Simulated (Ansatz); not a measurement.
Structure relaxation of ZnCu

The calculation used DFT PBE, scalar-relativistic, plane waves, PAW (Ansatz 0.2.0).

The start puts ZnCu on the sites of a reported ZrSi cell (Cmcm, No. 63), with Zn in place of Zr, Cu in place of Si, at a guessed volume.

Input of the last, converged step (default PAW datasets):

```yaml
crystal:
  lattice:
    - [1.2994765734, -4.9485180625, 0.0]
    - [1.2994765734, 4.9485180625, 0.0]
    - [0.0, 0.0, 4.1131479048]
  atoms:
    - { symbol: Zn, position: [0.3312304145, 0.6687695855, 0.75] }
    - { symbol: Zn, position: [0.6687695855, 0.3312304145, 0.25] }
    - { symbol: Cu, position: [0.070115987, 0.929884013, 0.75] }
    - { symbol: Cu, position: [0.929884013, 0.070115987, 0.25] }
basis:
  ecutwfc: 420
kpoints:
  mp_grid: { grid: [18, 18, 12] }
hamiltonian:
  xc: pbe
scf:
  occupations: { method: gaussian, width: 0.1 }
output:
  forces: true
  stress: true
  eigenvalues: true
relax:
  adjacent_minimum: "off"
  f_tol: 0.01
  max_steps: 80
  cell: { stress_tol: 0.05 }
```

Launched as:

```bash
ansatz run input.yaml --threads 1 --pin off --max-ram 2560MiB --backend cpu --events-out ev --progress --plain --runs-dir out
```

End of the output:

```
SCF converged after 10 iterations
Free energy (F): -19888.629915 eV
Harris-Foulkes:  -19888.629915 eV  (|F-HF|=3.64e-12)
Internal energy: -19888.624868 eV  (E = F + TS)
E sigma→0 (E₀):  -19888.627391 eV
Entropy (-TS):   -0.005047 eV (-1.262 meV/atom)
Fermi energy:    13.862842 eV
--- Per-component energies (eV) ---
  E_band       = -668.724094
  E_kinetic    = 862.393071
  E_local      = -12027.867450  (includes V_loc(G=0)·N_el)
  E_nonlocal   = 2002.456604
  E_hartree    = 5260.807467
  E_xc         = -454.695110
  E_vxc        = -336.651730  (∫ρ·V_xc dr)
  E_paw        = -6977.227160  (= ΣΔE_a)
  E_vpaw       = -1690.669389  (= ΣTr[D̂ρ^β])
  E_aug_tail   = -0.000132  (compensation charges beyond the density's cutoff)
  E_ewald      = -8554.492158
  E_smearing   = -0.005047  (= −TS)
  E_closure    =  0.000000  (closes the sum)
  Σ components = -19888.629915   (vs F -19888.629915, Δ=0.00e0)
--- Forces (eV/Å), atoms counted from 1 ---
  atom   1  Zn     0.00000000     0.00077109     0.00000000
  atom   2  Zn     0.00000000    -0.00077109     0.00000000
  atom   3  Cu     0.00000000    -0.00096955     0.00000000
  atom   4  Cu     0.00000000     0.00096955     0.00000000
  max |Σ_I F_I| component: 0.00e0 eV/Å
--- Stress (GPa, compression-positive) ---
        0.001130       0.000000       0.000000
        0.000000      -0.015186       0.000000
        0.000000       0.000000       0.012766
  P = ⅓ Tr σ = -0.0004 GPa (-0.004 kbar)
--- Relaxed structure (3 steps of the walk, 3 accepted, 1 SCFs on fresh bases) ---
  F+E_penalty+E_count = -19888.62991464 eV   max|allowed force component| = 9.696e-4 eV/Å   (the final SCF, on the basis selected at the relaxed cell)
  cell:  # Å, volume = 52.9067 Å³
    - [1.299177, -4.927119, 0.0]
    - [1.299177, 4.927119, 0.0]
    - [0.0, 0.0, 4.132563]
  atoms:
    - { symbol: Zn, position: [0.331750, 0.668250, 0.75] }
    - { symbol: Zn, position: [0.668250, 0.331750, 0.25] }
    - { symbol: Cu, position: [0.070161, 0.929839, 0.75] }
    - { symbol: Cu, position: [0.929839, 0.070161, 0.25] }
```

Total energies depend on the potentials used, so only differences within one code and one set of settings carry meaning.

The result has space group Cmcm (No. 63). Around Zn lie 7 Cu at 2.58–2.68 Å, 2 Zn at 2.60 Å and 4 Zn at 2.92 Å; Cu is coordinated by 4 Cu at 2.49–2.60 Å and 7 Zn at 2.58–2.68 Å.

Against the elements it lies at -0.05 eV/atom. Formation energies are uncorrected and refer to the elements' standard structures at the same level.

The k mesh leaves about 4 meV/atom of noise in metals.

Symmetry constrained the relaxation, so the result can be a saddle point.